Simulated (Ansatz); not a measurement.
# Rhodium, simple cubic under BLYP: from relaxation to bulk modulus

The plan for rhodium in the simple cubic structure: relax it, solve it on a dense k-mesh, then scale the cell to 7 volumes from 88 to 112 % of the relaxed one and try a fit of the equation of state. Spin polarisation is left out. The k-meshes are 13×13×13 for the relaxation; 20×20×20 for the dense run; 14×14×14 for the volumes.

This is Rh in the simple cubic structure; at room conditions it is fcc.

Method: DFT BLYP, plane waves (420 eV) with PAW, scalar-relativistic; PBE-made PAW files, in Ansatz 0.2.0.

## 1. Starting point

It takes space group Pm-3m (No. 221, cubic). The conventional cell has a = 2.458 Å, b = 2.458 Å, c = 2.458 Å, α = 90.00°, β = 90.00°, γ = 90.00°. Rh (site symmetry m-3m) has 6 Rh at 2.46 Å as nearest neighbours.

Structure file:

```cif
data_structure
_symmetry_space_group_name_H-M 'Pm-3m'
_symmetry_Int_Tables_number 221
_cell_length_a 2.4581
_cell_length_b 2.4581
_cell_length_c 2.4581
_cell_angle_alpha 90.000
_cell_angle_beta 90.000
_cell_angle_gamma 90.000
_cell_volume 14.85
loop_
_atom_site_label
_atom_site_type_symbol
_atom_site_symmetry_multiplicity
_atom_site_Wyckoff_symbol
_atom_site_fract_x
_atom_site_fract_y
_atom_site_fract_z
_atom_site_occupancy
Rh1 Rh 1 a 0.00000 0.00000 0.00000 1
```

## 2. Relaxation of the cell

The input, input.yaml:

```yaml
crystal:
  lattice:
    - [2.4580591709, 0.0, 0.0]
    - [0.0, 2.4580591709, 0.0]
    - [0.0, 0.0, 2.4580591709]
  atoms:
    - { symbol: Rh, position: [0.0, 0.0, 0.0] }
hamiltonian:
  xc: blyp
  pseudopotentials:
    kind: paw
    azcp:
      Rh: "pseudopotentials/Rh.paw.azcp"
basis:
  ecutwfc: 420
  fft_grid_basis: typed
kpoints:
  mp_grid: { grid: [13, 13, 13], shift: [0, 0, 0] }
magnetization:
  spin_polarized: false
scf:
  occupations: { method: fermi_dirac, width: 0.1 }
relax:
  max_steps: 60
  f_tol: 0.01
  cell: {}
```

Log:

```text
Warning: RAYON_NUM_THREADS=2 ignored (pool sized by the plan → 2); use --threads N
Engine: ansatz 0.2.0, x86_64-unknown-linux-gnu
Pseudopotentials: kind: paw
Pseudopotential: Rh, paw, valence charge 17, recommended cutoff 420 eV (normal), <dir>
Functional definition: BLYP
  parameter beta = 0.0042
  parameter a = 0.04918
  parameter b = 0.132
  parameter c = 0.2533
  parameter d = 0.349
  exchange = b88_x(beta = beta)
  correlation = lyp_c(a = a, b = b, c = c, d = d)
Crystal: 1 atoms, lattice volume = 14.852 Å³
Basis set: ecut = 420 eV, 257 PW (Γ), exchange–correlation on 36×36×36 points (8 copies of the dense FFT grid, shifted against one another)
Bands: 13, of which v1, the nominal top of the filled ones, is band 9 counted from 1 (8 counted from 0)
Symmetry: 48 space group operations
Space group: Pm-3m (ITA 221), of the structure as read, at distance tolerance 2.5e-5 Å
k-points: 84 of 2197
Non-local potential: Rh, projectors of the file, l = 0: 3, l = 1: 2, l = 2: 2, l = 3: 1
PAW form: soft (Blöchl's): semilocal exchange-correlation on the pseudo side does not see the compensation charge
PAW frozen core: Rh, regenerated for the run's functional, and the local potential with it (the file was generated under x = pbe(κ = 0.804, μ = 0.2195149727645171), c = pbe(β = 0.06672455060314922))
PAW one-centre angular grid: Rh, 590 points (default); XC on 64 Gauss nodes
Initial density: superposition of atomic densities (neutral atoms: chi_scale 0, normalization atom), corrected by the library's trained network
Initial wavefunctions: pseudopotential atomic-orbital guess
Functional: x = b88, c = lyp
SCF iter   1: F=—  HF=-6416.374848 eV  |F-HF|=—  |Δ(HF+E_count)|=         —  Δρ=1.72e-2  dr2=4.90e-2  ethr=1.77e-3  ⟨swp⟩=4.8  Hψ=5996  notcnv=0
preconditioner: auto → none  [metal: Δε(μ)=0.027 eV  Ē_g=13.833 eV  σ=0.100 eV  W_gap=0.07  n_scr=6 (ndim 8)  ℏωp=28.9 eV  f_vac=0.000  D(μ)=1.56/eV (n_scr^D=18)  sad-step TF]
SCF iter   2: F=—  HF=-6416.364184 eV  |F-HF|=—  |Δ(HF+E_count)|=   1.07e-2  Δρ=7.30e-3  dr2=8.84e-3  ethr=2.88e-4  ⟨swp⟩=1.4  Hψ=1820  notcnv=0
SCF iter   3: F=—  HF=-6416.361881 eV  |F-HF|=—  |Δ(HF+E_count)|=   2.30e-3  Δρ=1.61e-3  dr2=1.92e-4  ethr=5.20e-5  ⟨swp⟩=2.3  Hψ=1407  notcnv=0
SCF iter   4: F=—  HF=-6416.361946 eV  |F-HF|=—  |Δ(HF+E_count)|=   6.50e-5  Δρ=2.16e-4  dr2=4.23e-6  ethr=1.13e-6  ⟨swp⟩=2.2  Hψ=1687  notcnv=0
SCF iter   5: F=—  HF=-6416.361964 eV  |F-HF|=—  |Δ(HF+E_count)|=   1.77e-5  Δρ=1.96e-5  dr2=4.23e-8  ethr=2.49e-8  ⟨swp⟩=2.4  Hψ=1609  notcnv=0
SCF iter   6: F=-6416.361964 eV  HF=-6416.361964 eV  |F-HF|=1.20e-10  |Δ(HF+E_count)|=   7.43e-9  Δρ=1.85e-6  dr2=3.93e-10  ethr=2.49e-10  ⟨swp⟩=2.0  Hψ=3689  notcnv=0
SCF 1 converged in 6 iterations: F = -6416.361964 eV  dr2 = 3.93e-10
relax step   1: F+E_penalty+E_count = -6416.36196358 eV  Δ(F+E_penalty+E_count) = +0.000e0 eV  max|allowed force component| = 0.000e0 eV/Å  Δτ_max = 0.0000 Å  P = +33.743 GPa  Ω = 14.852 Å³  (6 SCF iters, dr2 threshold 1.00e-7 eV, accepted)
Crystal: 1 atoms, lattice volume = 17.131 Å³
Basis set: ecut = 420 eV, 341 PW (Γ), exchange–correlation on 36×36×36 points (8 copies of the dense FFT grid, shifted against one another)
Initial density: handed on by an earlier stage of this run
Initial wavefunctions: those handed on with the density
iter 1 solved again at ethr=3.39e-5 eV; its pass at ethr=3.10e-3 eV (dr2=5.77e-3 eV) is discarded
SCF iter   1: F=—  HF=-6416.578510 eV  |F-HF|=—  |Δ(HF+E_count)|=         —  Δρ=6.50e-3  dr2=5.91e-3  ethr=3.39e-5  ⟨swp⟩=1.2  Hψ=7661  notcnv=0
preconditioner: auto → none  [metal: Δε(μ)=0.030 eV  Ē_g=12.370 eV  σ=0.100 eV  W_gap=0.08  n_scr=6 (ndim 8)  ℏωp=26.9 eV  f_vac=0.000  D(μ)=1.95/eV (n_scr^D=26)]
SCF iter   2: F=—  HF=-6416.577905 eV  |F-HF|=—  |Δ(HF+E_count)|=   6.05e-4  Δρ=3.91e-3  dr2=1.21e-3  ethr=3.39e-5  ⟨swp⟩=2.0  Hψ=1463  notcnv=0
SCF iter   3: F=—  HF=-6416.577756 eV  |F-HF|=—  |Δ(HF+E_count)|=   1.48e-4  Δρ=1.65e-3  dr2=1.49e-4  ethr=7.14e-6  ⟨swp⟩=2.4  Hψ=1569  notcnv=0
SCF iter   4: F=—  HF=-6416.577843 eV  |F-HF|=—  |Δ(HF+E_count)|=   8.70e-5  Δρ=2.38e-4  dr2=2.78e-6  ethr=8.74e-7  ⟨swp⟩=2.1  Hψ=1501  notcnv=0
SCF iter   5: F=—  HF=-6416.577887 eV  |F-HF|=—  |Δ(HF+E_count)|=   4.33e-5  Δρ=1.25e-5  dr2=9.18e-9  ethr=5.88e-10  ⟨swp⟩=3.0  Hψ=4376  notcnv=0
SCF iter   6: F=-6416.577887 eV  HF=-6416.577887 eV  |F-HF|=2.55e-11  |Δ(HF+E_count)|=   1.66e-8  Δρ=1.39e-6  dr2=2.52e-10  ethr=5.40e-11  ⟨swp⟩=2.0  Hψ=3433  notcnv=0
SCF 2 converged in 6 iterations: F = -6416.577887 eV  dr2 = 2.52e-10
relax step   2: F+E_penalty+E_count = -6416.57788665 eV  Δ(F+E_penalty+E_count) = -2.159e-1 eV  max|allowed force component| = 0.000e0 eV/Å  Δτ_max = 0.0000 Å  P = +1.015 GPa  Ω = 17.131 Å³  energy of the carried Pulay correction = -1.006e-3 eV  (6 SCF iters, dr2 threshold 1.00e-7 eV, accepted)
Crystal: 1 atoms, lattice volume = 17.213 Å³
iter 1 solved again at ethr=5.55e-8 eV; its pass at ethr=3.10e-3 eV (dr2=9.43e-6 eV) is discarded
SCF iter   1: F=—  HF=-6416.578138 eV  |F-HF|=—  |Δ(HF+E_count)|=         —  Δρ=2.68e-4  dr2=1.14e-5  ethr=5.55e-8  ⟨swp⟩=2.0  Hψ=7082  notcnv=0
preconditioner: auto → none  [metal: Δε(μ)=0.030 eV  Ē_g=12.297 eV  σ=0.100 eV  W_gap=0.07  n_scr=6 (ndim 8)  ℏωp=26.9 eV  f_vac=0.000  D(μ)=1.96/eV (n_scr^D=26)]
SCF iter   2: F=—  HF=-6416.578176 eV  |F-HF|=—  |Δ(HF+E_count)|=   3.76e-5  Δρ=1.56e-4  dr2=2.27e-6  ethr=5.55e-8  ⟨swp⟩=2.3  Hψ=1592  notcnv=0
SCF iter   3: F=—  HF=-6416.578175 eV  |F-HF|=—  |Δ(HF+E_count)|=   4.71e-7  Δρ=6.22e-5  dr2=2.01e-7  ethr=1.34e-8  ⟨swp⟩=2.4  Hψ=1597  notcnv=0
SCF iter   4: F=-6416.578175 eV  HF=-6416.578175 eV  |F-HF|=1.88e-9  |Δ(HF+E_count)|=   8.85e-8  Δρ=5.47e-6  dr2=1.78e-9  ethr=5.88e-10  ⟨swp⟩=4.0  Hψ=3153  notcnv=0
SCF 3 converged in 4 iterations: F = -6416.578175 eV  dr2 = 1.78e-9
relax step   3: F+E_penalty+E_count = -6416.57817538 eV  Δ(F+E_penalty+E_count) = -2.887e-4 eV  max|allowed force component| = 0.000e0 eV/Å  Δτ_max = 0.0000 Å  P = +0.250 GPa  Ω = 17.213 Å³  energy of the carried Pulay correction = -1.040e-3 eV  (4 SCF iters, dr2 threshold 1.00e-7 eV, accepted)
Crystal: 1 atoms, lattice volume = 17.240 Å³
iter 1 solved again at ethr=5.94e-9 eV; its pass at ethr=3.10e-3 eV (dr2=1.01e-6 eV) is discarded
SCF iter   1: F=—  HF=-6416.578146 eV  |F-HF|=—  |Δ(HF+E_count)|=         —  Δρ=8.89e-5  dr2=1.20e-6  ethr=5.94e-9  ⟨swp⟩=2.0  Hψ=7085  notcnv=0
preconditioner: auto → none  [metal: Δε(μ)=0.030 eV  Ē_g=12.282 eV  σ=0.100 eV  W_gap=0.07  n_scr=6 (ndim 8)  ℏωp=26.8 eV  f_vac=0.000  D(μ)=1.96/eV (n_scr^D=26)]
SCF iter   2: F=—  HF=-6416.578186 eV  |F-HF|=—  |Δ(HF+E_count)|=   3.93e-5  Δρ=5.19e-5  dr2=2.35e-7  ethr=5.94e-9  ⟨swp⟩=2.3  Hψ=1606  notcnv=0
SCF iter   3: F=-6416.578186 eV  HF=-6416.578186 eV  |F-HF|=1.15e-8  |Δ(HF+E_count)|=   4.08e-8  Δρ=2.18e-5  dr2=2.48e-8  ethr=5.88e-10  ⟨swp⟩=4.0  Hψ=3304  notcnv=0
SCF 4 converged in 3 iterations: F = -6416.578186 eV  dr2 = 2.48e-8
relax step   4: F+E_penalty+E_count = -6416.57818556 eV  Δ(F+E_penalty+E_count) = -1.018e-5 eV  max|allowed force component| = 0.000e0 eV/Å  Δτ_max = 0.0000 Å  P = +0.003 GPa  Ω = 17.240 Å³  energy of the carried Pulay correction = -1.051e-3 eV  (3 SCF iters, dr2 threshold 1.00e-7 eV, accepted)
Initial wavefunctions: pseudopotential atomic-orbital guess (no wavefunctions were taken with the density)
iter 1 solved again at ethr=1.07e-7 eV; its pass at ethr=3.10e-3 eV (dr2=1.83e-5 eV) is discarded
SCF iter   1: F=—  HF=-6416.574604 eV  |F-HF|=—  |Δ(HF+E_count)|=         —  Δρ=1.88e-3  dr2=1.51e-5  ethr=1.07e-7  ⟨swp⟩=3.0  Hψ=8920  notcnv=0
preconditioner: auto → none  [metal: Δε(μ)=0.030 eV  Ē_g=12.280 eV  σ=0.100 eV  W_gap=0.07  n_scr=6 (ndim 8)  ℏωp=26.8 eV  f_vac=0.000  D(μ)=1.96/eV (n_scr^D=26)]
SCF iter   2: F=—  HF=-6416.578399 eV  |F-HF|=—  |Δ(HF+E_count)|=   3.80e-3  Δρ=9.43e-4  dr2=4.45e-6  ethr=8.87e-8  ⟨swp⟩=2.2  Hψ=1396  notcnv=0
SCF iter   3: F=—  HF=-6416.579741 eV  |F-HF|=—  |Δ(HF+E_count)|=   1.34e-3  Δρ=2.51e-4  dr2=2.19e-6  ethr=2.62e-8  ⟨swp⟩=2.1  Hψ=1540  notcnv=0
SCF iter   4: F=—  HF=-6416.579821 eV  |F-HF|=—  |Δ(HF+E_count)|=   8.01e-5  Δρ=1.14e-5  dr2=1.92e-8  ethr=1.29e-8  ⟨swp⟩=2.5  Hψ=1607  notcnv=0
SCF iter   5: F=—  HF=-6416.579821 eV  |F-HF|=—  |Δ(HF+E_count)|=   1.80e-9  Δρ=2.22e-6  dr2=4.22e-10  ethr=1.13e-10  ⟨swp⟩=2.1  Hψ=1542  notcnv=0
SCF iter   6: F=—  HF=-6416.579821 eV  |F-HF|=—  |Δ(HF+E_count)|=   1.01e-9  Δρ=5.15e-7  dr2=3.58e-11  ethr=2.48e-12  ⟨swp⟩=2.2  Hψ=1652  notcnv=0
SCF iter   7: F=-6416.579821 eV  HF=-6416.579821 eV  |F-HF|=3.64e-12  |Δ(HF+E_count)|=  2.91e-11  Δρ=1.00e-7  dr2=1.13e-12  ethr=1.00e-12  ⟨swp⟩=5.0  Hψ=4031  notcnv=0
SCF 5 converged in 7 iterations: F = -6416.579821 eV  dr2 = 1.13e-12
relax step   5: F+E_penalty+E_count = -6416.57982099 eV  Δ(F+E_penalty+E_count) = -1.635e-3 eV  max|allowed force component| = 0.000e0 eV/Å  Δτ_max = 0.0000 Å  P = +0.167 GPa  Ω = 17.240 Å³  stress off target by 1.67e-1 GPa  SCF on the basis re-selected at this cell (its energy is not comparable with the rows above)  (7 SCF iters)
basis re-selected at this cell: Δ(F+E_penalty+E_count) = -1.635e-3 eV, ΔP = +0.165 GPa vs the last step (what re-selecting the basis moved, of the pressure what is left beyond the Pulay correction that the steps carried, after the strain that the cell walked since its last selection, with what the two solves' SCF thresholds leave and, on support functions, any second-order correction that the steps lacked; it is no measure of the basis error at this ecutwfc). This SCF's stress stands 1.67e-1 GPa from its target on what of the cell is left free (relax.cell.stress_tol is 5.00e-2 GPa) and its largest allowed force component is 0.00e0 eV/Å (relax.f_tol is 1.00e-2 eV/Å): not within both, so this SCF does not close the relaxation
Crystal: 1 atoms, lattice volume = 17.258 Å³
iter 1 solved again at ethr=2.70e-9 eV; its pass at ethr=3.10e-3 eV (dr2=4.60e-7 eV) is discarded
SCF iter   1: F=—  HF=-6416.579784 eV  |F-HF|=—  |Δ(HF+E_count)|=         —  Δρ=5.83e-5  dr2=5.63e-7  ethr=2.70e-9  ⟨swp⟩=2.0  Hψ=7135  notcnv=0
preconditioner: auto → none  [metal: Δε(μ)=0.030 eV  Ē_g=12.270 eV  σ=0.100 eV  W_gap=0.07  n_scr=6 (ndim 8)  ℏωp=26.8 eV  f_vac=0.000  D(μ)=1.96/eV (n_scr^D=26)]
SCF iter   2: F=—  HF=-6416.579824 eV  |F-HF|=—  |Δ(HF+E_count)|=   3.96e-5  Δρ=3.38e-5  dr2=1.07e-7  ethr=2.70e-9  ⟨swp⟩=2.4  Hψ=1682  notcnv=0
SCF iter   3: F=-6416.579824 eV  HF=-6416.579824 eV  |F-HF|=4.65e-9  |Δ(HF+E_count)|=   2.11e-8  Δρ=1.35e-5  dr2=9.46e-9  ethr=4.12e-10  ⟨swp⟩=4.0  Hψ=3250  notcnv=0
SCF 6 converged in 3 iterations: F = -6416.579824 eV  dr2 = 9.46e-9
relax step   6: F+E_penalty+E_count = -6416.57982408 eV  Δ(F+E_penalty+E_count) = -3.085e-6 eV  max|allowed force component| = 0.000e0 eV/Å  Δτ_max = 0.0000 Å  P = +0.005 GPa  Ω = 17.258 Å³  energy of the carried Pulay correction = -6.754e-6 eV  (3 SCF iters, dr2 threshold 7.01e-8 eV, accepted)
iter 1 solved again at ethr=1.05e-8 eV; its pass at ethr=3.10e-3 eV (dr2=1.78e-6 eV) is discarded
SCF iter   1: F=—  HF=-6416.579791 eV  |F-HF|=—  |Δ(HF+E_count)|=         —  Δρ=1.28e-5  dr2=8.09e-9  ethr=1.05e-8  ⟨swp⟩=3.4  Hψ=9378  notcnv=0
SCF iter   2: F=—  HF=-6416.579831 eV  |F-HF|=—  |Δ(HF+E_count)|=   3.95e-5  Δρ=7.30e-6  dr2=3.09e-9  ethr=4.76e-11  ⟨swp⟩=2.0  Hψ=1773  notcnv=0
SCF iter   3: F=—  HF=-6416.579831 eV  |F-HF|=—  |Δ(HF+E_count)|=   3.19e-9  Δρ=4.27e-6  dr2=3.08e-9  ethr=1.81e-11  ⟨swp⟩=2.1  Hψ=1503  notcnv=0
SCF iter   4: F=—  HF=-6416.579831 eV  |F-HF|=—  |Δ(HF+E_count)|=  8.00e-10  Δρ=5.43e-7  dr2=2.99e-11  ethr=1.81e-11  ⟨swp⟩=2.3  Hψ=1529  notcnv=0
SCF iter   5: F=-6416.579831 eV  HF=-6416.579831 eV  |F-HF|=0.00e0  |Δ(HF+E_count)|=  2.73e-12  Δρ=1.23e-7  dr2=1.16e-12  ethr=1.00e-12  ⟨swp⟩=5.0  Hψ=4038  notcnv=0
SCF 7 converged in 5 iterations: F = -6416.579831 eV  dr2 = 1.16e-12
relax step   7: F+E_penalty+E_count = -6416.57983057 eV  Δ(F+E_penalty+E_count) = -6.496e-6 eV  max|allowed force component| = 0.000e0 eV/Å  Δτ_max = 0.0000 Å  P = +0.005 GPa  Ω = 17.258 Å³  stress off target by 4.96e-3 GPa  SCF on the basis re-selected at this cell (its energy is not comparable with the rows above)  (5 SCF iters)
basis re-selected at this cell: Δ(F+E_penalty+E_count) = -6.496e-6 eV, ΔP = -0.000 GPa vs the last step (what re-selecting the basis moved, of the pressure what is left beyond the Pulay correction that the steps carried, after the strain that the cell walked since its last selection, with what the two solves' SCF thresholds leave and, on support functions, any second-order correction that the steps lacked; it is no measure of the basis error at this ecutwfc). This SCF's stress stands 4.96e-3 GPa from its target on what of the cell is left free (relax.cell.stress_tol is 5.00e-2 GPa) and its largest allowed force component is 0.00e0 eV/Å (relax.f_tol is 1.00e-2 eV/Å): within both
SCF converged after 5 iterations
Free energy (F): -6416.579831 eV
Harris-Foulkes:  -6416.579831 eV  (|F-HF|=0.00e0)
Internal energy: -6416.514818 eV  (E = F + TS)
E sigma→0 (E₀):  -6416.547324 eV
Entropy (-TS):   -0.065013 eV (-65.013 meV/atom)
Fermi energy:    17.166601 eV
--- Per-component energies (eV) ---
  E_band       = -162.452964
  E_kinetic    = 572.930674
  E_local      = -1929.384707  (includes V_loc(G=0)·N_el)
  E_nonlocal   = 357.286010
  E_hartree    = 690.378395
  E_xc         = -217.647658
  E_vxc        = -272.274527  (∫ρ·V_xc dr)
  E_paw        = -3605.667074  (= ΣΔE_a)
  E_vpaw       = -271.768060  (= ΣTr[D̂ρ^β])
  E_aug_tail   = 0.000837  (compensation charges beyond the density's cutoff)
  E_ewald      = -2284.499366
  E_core_change = 0.088071  (= ΣΔE_core)
  E_smearing   = -0.065013  (= −TS)
  E_closure    = -0.000000  (closes the sum)
  Σ components = -6416.579831   (vs F -6416.579831, Δ=0.00e0)
--- Forces (eV/Å), atoms counted from 1 ---
  atom   1  Rh     0.00000000    -0.00000000     0.00000000
  max |Σ_I F_I| component: 1.03e-31 eV/Å
--- Stress (GPa, compression-positive) ---
        0.004957       0.000000       0.000000
       -0.000000       0.004957      -0.000000
        0.000000      -0.000000       0.004957
  P = ⅓ Tr σ = 0.0050 GPa (0.050 kbar)
--- Relaxed structure (5 steps of the walk, 5 accepted, 2 SCFs on fresh bases) ---
  F+E_penalty+E_count = -6416.57983057 eV   max|allowed force component| = 0.000e0 eV/Å   (the final SCF, on the basis selected at the relaxed cell)
  cell:  # Å, volume = 17.2584 Å³
    - [2.5842437664156384, -1.5447563095605952e-33, 1.542750132535192e-33]
    - [-1.5447563095605952e-33, 2.5842437664156384, 0.0]
    - [5.155874955286661e-34, 0.0, 2.5842437664156384]
  atoms:
    - { symbol: Rh, position: [0.0, 0.0, 0.0] }
```

Wall time 3.1 s (2 threads of an x86-64 CPU, shared host); peak memory 0.34 GiB.

Step by step:

```csv
step,energy change (meV/atom),largest force (eV/Å),pressure (GPa),volume (Å³/atom)
1,0.00,0.0000,33.74,14.852
2,-215.92,0.0000,1.01,17.131
3,-216.21,0.0000,0.25,17.213
4,-216.22,0.0000,0.00,17.240
5,-217.86,0.0000,0.17,17.240
6,-217.86,0.0000,0.01,17.258
7,-217.87,0.0000,0.00,17.258
```

Steps that repeat a cell are solved on a basis chosen anew, so their changes of energy are no gain of the relaxation.

The cell of the run, before and after:

|  | before | after | change |
| --- | --- | --- | --- |
| a (Å) | 2.458 | 2.584 | +5.1 % |
| b (Å) | 2.458 | 2.584 | +5.1 % |
| c (Å) | 2.458 | 2.584 | +5.1 % |
| volume (Å³/atom) | 14.852 | 17.258 | +16.2 % |
| shortest distance (Å) | 2.458 | 2.584 | +5.1 % |
| space group (spins left aside) | Pm-3m | Pm-3m | same |

## 3. Dense single point

The input, input.yaml:

```yaml
crystal:
  lattice:
    - [2.5842437664, 0.0, 0.0]
    - [0.0, 2.5842437664, 0.0]
    - [0.0, 0.0, 2.5842437664]
  atoms:
    - { symbol: Rh, position: [0.0, 0.0, 0.0] }
hamiltonian:
  xc: blyp
  pseudopotentials:
    kind: paw
    azcp:
      Rh: "pseudopotentials/Rh.paw.azcp"
basis:
  ecutwfc: 420
  fft_grid_basis: typed
kpoints:
  mp_grid: { grid: [20, 20, 20], shift: [0, 0, 0] }
magnetization:
  spin_polarized: false
scf:
  occupations: { method: fermi_dirac, width: 0.1 }
output:
  write_density: true
  write_potential: true
  elf: true
  volumetric_format: npy
```

Log, shortened:

```text
Warning: RAYON_NUM_THREADS=2 ignored (pool sized by the plan → 2); use --threads N
[...]
Pseudopotentials: kind: paw
Pseudopotential: Rh, paw, valence charge 17, recommended cutoff 420 eV (normal), <dir>
Functional definition: BLYP
[...]
Crystal: 1 atoms, lattice volume = 17.258 Å³
Basis set: ecut = 420 eV, 341 PW (Γ), exchange–correlation on 36×36×36 points (8 copies of the dense FFT grid, shifted against one another)
Bands: 13, of which v1, the nominal top of the filled ones, is band 9 counted from 1 (8 counted from 0)
Symmetry: 48 space group operations
Space group: Pm-3m (ITA 221), of the structure as read, at distance tolerance 2.6e-5 Å
k-points: 286 of 8000
[...]
SCF iter   1: F=—  HF=-6416.594462 eV  |F-HF|=—  |Δ(HF+E_count)|=         —  Δρ=1.67e-2  dr2=5.34e-2  ethr=1.77e-3  ⟨swp⟩=4.8  Hψ=19961  notcnv=0
[...]
SCF iter   6: F=-6416.582067 eV  HF=-6416.582067 eV  |F-HF|=9.82e-11  |Δ(HF+E_count)|=   1.43e-8  Δρ=2.06e-6  dr2=5.90e-10  ethr=5.44e-10  ⟨swp⟩=1.0  Hψ=10312  notcnv=0
[...]
SCF converged after 6 iterations
Free energy (F): -6416.582067 eV
[...]
E sigma→0 (E₀):  -6416.550824 eV
Entropy (-TS):   -0.062487 eV (-62.487 meV/atom)
Fermi energy:    17.188220 eV
[...]
--- Band table (eV; the first three rows and the last of 286) ---
  k-point 0: bands = ["-61.0839", "-28.6608", "-28.6608", "-28.6608", "10.9743", "12.5327", "12.5327", "17.8496", "17.8496", "17.8496", "33.5535", "33.5535", "33.5535"]
[...]
```

It took 1.6 s on 2 threads of an x86-64 CPU, shared host; peak memory 0.38 GiB.

Density in a lattice plane of the grid's cell (edges 2.58 and 2.58 Å, at 0.000 of the third edge), which holds Rh.

Ten even steps from ' ' (0.14 e/Å³) to '@' (15.21 e/Å³):
```
@@%%##**++--::..                  ..::--++**##%%
####**++==--::..                  ..::--==++**##
**++++==--::..                      ..::--==++++
====----::....                      ....::----==
::::::......                          ......::::
......                                      ....
                                                
                                                
                                                
                                                
                                                
                                                
                                                
......                                      ....
::::::......                          ......::::
====----::....                      ....::----==
**++++==--::..                      ..::--==++++
####**++==--::..                  ..::--==++**##
@@%%##**++--::..                  ..::--++**##%%
@@@@%%##++==::..                  ..::==++##%%@@
```
Columns run along the first of these edges and rows up along the second, over one cell in 24 and 20 even steps from the bottom left corner. Atoms in the plane (fractional): Rh at (0.00, 0.00).

ELF in the same plane.

Values, 12 rows by 12 columns:
```
0.77 0.77 0.71 0.58 0.37 0.25 0.23 0.25 0.37 0.58 0.71 0.77
0.73 0.71 0.65 0.50 0.32 0.23 0.23 0.23 0.32 0.50 0.65 0.71
0.60 0.58 0.50 0.37 0.25 0.22 0.22 0.22 0.25 0.37 0.50 0.58
0.39 0.37 0.32 0.25 0.21 0.20 0.20 0.20 0.21 0.25 0.32 0.37
0.25 0.25 0.23 0.22 0.20 0.19 0.18 0.19 0.20 0.22 0.23 0.25
0.23 0.23 0.23 0.22 0.20 0.18 0.17 0.18 0.20 0.22 0.23 0.23
0.25 0.25 0.23 0.22 0.20 0.19 0.18 0.19 0.20 0.22 0.23 0.25
0.39 0.37 0.32 0.25 0.21 0.20 0.20 0.20 0.21 0.25 0.32 0.37
0.60 0.58 0.50 0.37 0.25 0.22 0.22 0.22 0.25 0.37 0.50 0.58
0.73 0.71 0.65 0.50 0.32 0.23 0.23 0.23 0.32 0.50 0.65 0.71
0.77 0.77 0.71 0.58 0.37 0.25 0.23 0.25 0.37 0.58 0.71 0.77
0.78 0.77 0.73 0.60 0.39 0.25 0.23 0.25 0.39 0.60 0.73 0.77
```
Columns run along the first of these edges and rows up along the second, over one cell in 12 and 12 even steps from the bottom left corner. Atoms in the plane (fractional): Rh at (0.00, 0.00).

Both are smooth fields of the valence electrons: close to the nuclei they are not physical.

[end of part 1 of 2]
